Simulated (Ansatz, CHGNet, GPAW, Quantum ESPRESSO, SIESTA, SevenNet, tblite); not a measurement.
## Running generalised stacking fault on (111) (glide set) of a GaP-AlP solid solution (72 atoms) with tblite

Wanted: tblite inputs and outputs for generalised stacking fault on (111) (glide set) of a GaP-AlP solid solution (72 atoms), checked against a plane-wave reference.

Main program and level: tblite 0.8.0; the method is named at each step.

## Step 1: Set-up

The cell holds 72 atoms: 18 Al, 36 P and 18 Ga. Its edges and angles: a = 6.683 Å, b = 11.576 Å, c = 19.233 Å, α = 90.0°, β = 83.3°, γ = 90.0°. Zinc-blende GaP lattice (a = 5.4569 Å, the value set for the mixture), cell with z along [111], 1 x 3 x 2 periods; the third cell vector is tilted by 0.333 of 1/2[11-2] and lengthened by 0.2 Å, so the cell holds one fault (glide set); displaced by a Gaussian of 0.01 Å; 18 of 36 Ga sites given to Al at random (lattice constant by Vegard's rule between GaP and AlP). Then every atom was moved at random, 0.02 Å r.m.s. a Cartesian component. The structure's axis is c.

The yardstick, on the same geometry:

```
method                                           : Kohn-Sham DFT, PBE, PAW, plane waves (Ansatz 0.2.0); cutoff 420 eV, Γ point, fermi-dirac smearing of 0.05 eV; PAW set soft_2
r.m.s. force component                           : 0.4057 eV/Å
longest force                                    : 1.624 eV/Å
pressure                                         : 1.212 GPa
gap (highest filled to lowest empty level) : 1.328 eV
SCF cycles                                       : 9
time                                             : 21 s on 4 threads of Arm Neoverse V1, shared host
CPU time                                         : 76 s
```

## Step 2: GFN1-xTB

Method: GFN1-xTB tight binding, diagonalisation.

run.py

```python
import numpy as np
from ase.io import read
from tblite.ase import TBLite

atoms = read("structure.xyz")
atoms.calc = TBLite(method="GFN1-xTB", electronic_temperature=580, accuracy=1.0, max_iterations=250, mixer_damping=0.1, verbosity=1)
energy = atoms.get_potential_energy()
forces = atoms.get_forces()
print(f"energy {energy:.6f} eV")
print("forces (eV/A)")
for i, (a, f) in enumerate(zip(atoms, forces)):
    print(f"{i:4d} {a.symbol:2s} {f[0]:10.5f} {f[1]:10.5f} {f[2]:10.5f}")
stress = -atoms.get_stress(voigt=False) * 160.21766
print("stress (GPa, compression positive)")
for row in stress:
    print(" ".join(f"{x:10.4f}" for x in row))
print("charges (e)")
print(np.array2string(atoms.get_charges(), precision=4, suppress_small=True, max_line_width=110, threshold=100000))
```

structure.xyz

```xyz
72
Lattice="6.68331 0.00000 0.00000 0.00000 11.57583 0.00000 2.22775 0.00000 19.10326" Properties=species:S:1:pos:R:3 pbc="T T T"
Al 3.32927 1.90202 0.38378
P 3.37534 1.94323 2.76749
Ga 5.52983 1.91835 3.54919
P 5.55030 1.90283 5.86298
Ga 6.69962 0.00498 0.38111
P 6.63403 11.57120 2.76558
Al 2.22235 0.00278 3.55454
P 2.18831 11.56495 5.90692
Ga 4.43065 0.00463 6.70715
P 4.47442 11.55777 9.06488
Al 3.35941 5.81859 0.40671
P 3.32093 5.79926 2.74972
Ga 5.59774 5.77437 3.56066
P 5.57098 5.78757 5.92564
Al 6.69452 3.84688 0.38550
P 6.66564 3.80810 2.76271
Ga 2.22102 3.85313 3.58549
P 2.18630 3.86123 5.93099
Al 4.41080 3.89260 6.67735
P 4.50269 3.86285 9.03966
Ga 1.10414 1.92934 6.64851
P 1.10405 1.93409 9.02553
Ga 3.32322 1.94289 9.84487
P 3.36220 1.92205 12.19590
Al 5.57961 1.92483 13.00015
P 5.55174 1.93953 15.35959
Ga 6.66361 11.55036 9.84716
P 6.66784 11.55905 12.22284
Al 2.23368 0.02790 13.00416
P 2.23747 11.55511 15.35425
Ga 4.46276 11.56611 16.14875
P 4.42418 11.55569 18.52405
Ga 3.36413 9.64105 0.41511
P 3.34996 9.63225 2.73559
Al 5.60128 9.67959 3.54633
P 5.57947 9.64000 5.92220
Ga 6.68832 7.73914 0.41034
P 6.68527 7.71645 2.75622
Al 2.24572 7.71460 3.51997
P 2.24505 7.71633 5.91150
Al 4.49251 7.70499 6.68003
P 4.45390 7.73856 9.07921
Ga 1.12506 5.79810 6.68347
P 1.11038 5.79972 9.09926
Al 3.33755 5.79243 9.85766
P 3.33064 5.78386 12.22379
Al 5.61096 5.76280 12.98926
P 5.53965 5.77449 15.34355
Al 6.64360 3.85718 9.82118
P 6.71970 3.84537 12.28072
Al 2.20479 3.89480 12.98162
P 2.21497 3.81574 15.40372
Ga 4.45670 3.82824 16.17530
P 4.47323 3.82373 18.50858
Al 7.79448 1.92020 16.15066
P 7.81580 1.93247 18.51698
[... 12 atom lines left out ...]
Ga 7.82081 5.77044 16.15582
P 7.78742 5.77761 18.59454
Al 7.80613 9.61847 16.11475
P 7.80740 9.61569 18.52978
```

On the command line:

```bash
OMP_NUM_THREADS=1 python run.py > output.txt
```

The program printed:

```text
------------------------------------------------------------
  cycle        total energy    energy error   density error
------------------------------------------------------------
      1     -143.0117636758  -1.4316706E+02   4.6268298E-01
      2     -144.1789581453  -1.1671945E+00   3.8019297E-01
      3     -144.0525179160   1.2644023E-01   2.2652844E-01
      4     -144.2399478865  -1.8742997E-01   7.7907387E-02
      5     -144.3024874689  -6.2539582E-02   4.1478198E-02
      6     -144.3434051482  -4.0917679E-02   1.5423897E-02
      7     -144.3512259731  -7.8208249E-03   4.5020565E-03
      8     -144.3517978748  -5.7190172E-04   2.6718000E-03
      9     -144.3514181072   3.7976765E-04   3.1481372E-03
     10     -144.3517909859  -3.7287877E-04   1.5050699E-03
     11     -144.3518110973  -2.0111406E-05   8.6859791E-04
     12     -144.3518369790  -2.5881649E-05   3.2409950E-04
     13     -144.3518393061  -2.3271303E-06   6.4475234E-05
     14     -144.3518394884  -1.8225711E-07   4.1971228E-05
     15     -144.3518394861   2.2195934E-09   2.4624575E-05
     16     -144.3518394983  -1.2168329E-08   1.1284752E-05
------------------------------------------------------------
 total:                                   7.308 sec
energy -3928.013628 eV
forces (eV/A)
   0 Al    0.38074    0.12081   -0.56901
   1 P    -0.98093   -0.66333   -0.97507
   2 Ga    0.15277   -0.14168    0.19834
   3 P    -0.17904    1.01787    0.49788
   4 Ga   -0.16131    0.01544   -0.42817
   5 P     1.18861   -0.23825   -0.34451
   6 Al   -0.20909   -0.06218    0.02515
   7 P     0.26368   -0.59812   -0.66336
   8 Ga   -0.26209   -0.27114    0.20068
   9 P    -0.73864   -0.47141   -0.01368
  10 Al   -0.06569   -0.34244   -0.78271
  11 P     0.23779    0.16772   -0.46675
  12 Ga   -0.53847   -0.02500    0.11397
  13 P    -0.29842   -0.15513   -0.12575
  14 Al    0.30954   -0.03020   -0.57392
  15 P     0.56426    0.37844   -0.98865
  16 Ga   -0.27902    0.10232   -0.16818
  17 P     1.15331   -0.00992   -0.20382
  18 Al    0.15895   -0.39924    0.36326
  19 P    -0.36985    0.51831   -0.57097
  20 Ga   -0.60843   -0.22970    0.60338
  21 P    -0.17446    0.38085   -0.07519
  22 Ga   -0.01738   -0.04766    0.11538
  23 P     0.01752    0.35450    0.46124
[...]
64 Ga    0.25751   -0.02273    0.59168
  65 P    -0.24136    0.59118   -0.24638
  66 Ga    0.03952    0.07000   -0.14747
  67 P     0.16032   -0.27241    1.45113
  68 Ga   -0.70149   -0.08771    0.74710
  69 P    -0.28060   -0.26729    0.34380
  70 Al   -0.13993    0.07993    0.55584
  71 P    -0.34853    0.34737   -0.26428
stress (GPa, compression positive)
    1.3146    -0.0492    -0.4282
   -0.0492    10.5033    -0.0588
   -0.4282    -0.0588     4.7695
charges (e)
[ 0.1001 -0.1604  0.2148 -0.1838  0.1985 -0.1589  0.1126 -0.1669  0.2161 -0.1819  0.0927 -0.1578  0.2177
 -0.1669  0.105  -0.1679  0.2073 -0.1687  0.095  -0.1588  0.2037 -0.179   0.2217 -0.1664  0.1506 -0.1643
  0.2104 -0.1719  0.1269 -0.159   0.2248 -0.1693  0.1892 -0.1515  0.134  -0.1643  0.1912 -0.1597  0.1249
 -0.1673  0.1408 -0.1652  0.2307 -0.1732  0.1387 -0.1678  0.1233 -0.1732  0.1306 -0.1557  0.1489 -0.1676
  0.2308 -0.1653  0.1366 -0.162   0.136  -0.1711  0.1063 -0.1713  0.2162 -0.1678  0.2316 -0.1744  0.2181
 -0.1689  0.194  -0.1738  0.2082 -0.1648  0.0905 -0.1714]
```

Wall time 8 s (1 thread of Arm Neoverse V1, shared host); peak memory 0.15 GiB.

Banners, paths, timers and routine set-up lines are dropped from the logs unmarked, and long logs keep their key lines alone; longer cuts are marked.

Numbers from this run, and their distance from the reference:

* r.m.s. force component: 0.4873 eV/Å
* r.m.s. difference of force components: 281.5 meV/Å
* longest difference of force vectors: 845.8 meV/Å
* force difference over r.m.s. force: 69.4 %
* slope of forces against the reference's: 0.9806
* correlation of force components: 0.8164
* pressure: 5.529 GPa
* pressure difference: 4.317 GPa

Length of the force difference by element (eV/Å):

```csv
element,atoms,mean,most
Al,18,0.32,0.58
Ga,18,0.24,0.43
P,36,0.60,0.85
```

A closer look about Al71, whose charge lies farthest from its element's mean: 14 atoms, nearest first, numbered in the order of the input, with positions taken from that point.

```
atom      x      y      z  distance (Å)  bonds  Mulliken charge (e)     Fx     Fy  Fz (eV/Å)
Al71   0.00   0.00   0.00          0.00      4                 0.09  -0.14   0.08       0.56
 P66   1.12  -1.92  -0.76          2.35      4                -0.17  -0.24   0.59      -0.25
 P62  -2.22   0.06  -0.78          2.36      4                -0.17   0.84  -0.53       0.23
 P30   1.11   1.94  -0.76          2.36      4                -0.16  -0.48   0.09      -0.32
 P72   0.00   0.00   2.42          2.42      4                -0.17  -0.35   0.35      -0.26
Ga67   3.32  -1.89   0.05          3.82      4                 0.19   0.04   0.07      -0.15
Ga65   1.10  -1.89  -3.15          3.84      4                 0.22   0.26  -0.02       0.59
Ga61  -2.24   0.00  -3.13          3.85      4                 0.22  -0.05   0.06       0.23
Ga69   0.01  -3.85   0.04          3.85      4                 0.21  -0.70  -0.09       0.75
Al29   1.11   1.99  -3.11          3.85      4                 0.13  -0.23  -0.08       0.22
Ga67  -3.36  -1.89   0.05          3.86      4                 0.19   0.04   0.07      -0.15
Ga31   3.34   1.95   0.03          3.87      4                 0.22  -0.46   0.25       0.36
Ga31  -3.34   1.95   0.03          3.87      4                 0.22  -0.46   0.25       0.36
Al55  -0.01   3.88   0.04          3.88      4                 0.14  -0.30  -0.36       0.43
```

Atoms are counted from 1 here, from 0 in the log.

Forces lie 69 % from the reference's, at 0.11 times its CPU time (on 1 against 4 cores).

## Step 3: What came out

| Quantity | Value |
| --- | --- |
| force difference from the reference | tblite GFN1-xTB, 69 % |
| its CPU time | 8 s |

In words: Tight binding differs by 69 % (tblite GFN1-xTB); it is another model, with fitted parameters of its own, and the xTB methods hold dispersion. One electronic-structure run takes under half the reference's CPU time: tblite GFN1-xTB, at 69 % in 8 s against 76 s, too far off to be of use; its pressure misses by +4.3 GPa. Periodic xTB results under one method name differ between programs and library versions. The reference's stress is far from hydrostatic: its diagonal is -3.2, 6.2, 0.5 GPa, compression counted positive. The host structure and its lattice constant were typed by rule, without a check against the phase diagram. The electronic-structure runs sample only Γ, in a cell whose shortest periodic width is 7 Å.

[Also dropped from logs without a mark: logging warnings of Python, and SIESTA's first energy breakdown and zero terms.]

[Logs are printed without paths, hosts, clocks, repeated set-up lines and the standing remarks that a program may print on its own settings, such as how far it seeks lower states.]

[Hosts, paths, dates, database ids (printed as entryN), source tags and the programs' standing remarks are cut or masked in the printed files.]
